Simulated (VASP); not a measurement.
**A VASP 6.6.1 single-point calculation on GaN**

INCAR

```
ENCUT = 520
EDIFF = 1E-7
ISMEAR = -1
LREAL = .FALSE.
NSW = 0
SIGMA = 0.02
PREC = Accurate
LWAVE = .FALSE.
LASPH = .TRUE.
NELM = 84
ISIF = 2
LCHARG = .FALSE.
IBRION = -1
NBANDS = 16
GGA = PE
```

KPOINTS

```
KPOINTS created by Atomic Simulation Environment
0
Monkhorst-Pack
8 8 8
0 0 0
```

POSCAR

```
Ga N
 1.0000000000000000
     0.0529000000000000    2.3317000000000001    2.3327000000000000
     2.3218999999999999    0.0626000000000000    2.3230000000000000
     2.2841999999999998    2.2843000000000000    0.1003000000000000
 Ga  N
   1   1
Cartesian
  2.3405774499999996  4.5766333200000000  2.4419050600000003
  1.1627260300000000  1.1379288600000002  1.1947945599999998
```

The recommended PBE PAW datasets give the neutral cell 18 valence electrons.

Command

```
mpirun -np 1 vasp_std
```

Problem. How does this run end, and what does it give?

Solution. It converged. Results: gap between bands v and c on the k mesh 1.87 eV; least direct gap on the k mesh 1.87 eV; pressure 0.4 GPa; largest force 0.46 eV/Å. Band v is the last that the valence electrons fill when counted band by band, and c is the next.

OSZICAR

```
N       E                     dE             d eps       ncg     rms          rms(c)
DAV:   1     0.814695060887E+02    0.81470E+02   -0.93383E+03  9184   0.200E+03
DAV:   2    -0.827396022640E+01   -0.89743E+02   -0.83982E+02  9472   0.327E+02
DAV:   3    -0.140045869852E+02   -0.57306E+01   -0.57097E+01  9400   0.700E+01
DAV:   4    -0.140714336706E+02   -0.66847E-01   -0.66837E-01 10568   0.814E+00
DAV:   5    -0.140723254612E+02   -0.89179E-03   -0.89178E-03  9656   0.825E-01    0.764E+00
DAV:   6    -0.121061464143E+02    0.19662E+01   -0.49756E+00 12312   0.391E+01    0.270E+00
DAV:   7    -0.121106108816E+02   -0.44645E-02   -0.30789E-01  8952   0.674E+00    0.176E+00
DAV:   8    -0.121066151496E+02    0.39957E-02   -0.65026E-02  9064   0.320E+00    0.829E-01
DAV:   9    -0.121021342976E+02    0.44809E-02   -0.13786E-02 12416   0.255E+00    0.226E-01
DAV:  10    -0.121025439550E+02   -0.40966E-03   -0.13937E-03  9064   0.463E-01    0.117E-01
DAV:  11    -0.121024555206E+02    0.88434E-04   -0.23493E-04 11864   0.244E-01    0.879E-03
DAV:  12    -0.121024602370E+02   -0.47165E-05   -0.26372E-05  9584   0.472E-02    0.600E-03
DAV:  13    -0.121024601496E+02    0.87390E-07   -0.59705E-07 10264   0.130E-02
   1 F= -.12102460E+02 E0= -.12102460E+02  d E =-.208980E-10
```

The shifted mesh misses Γ, so a band edge there is missed.

For comparison, a separate PBE run of the intended cell, on usual settings and not on those above, gives a gap of 1.35 eV on its mesh and a pressure of 0.4 GPa.
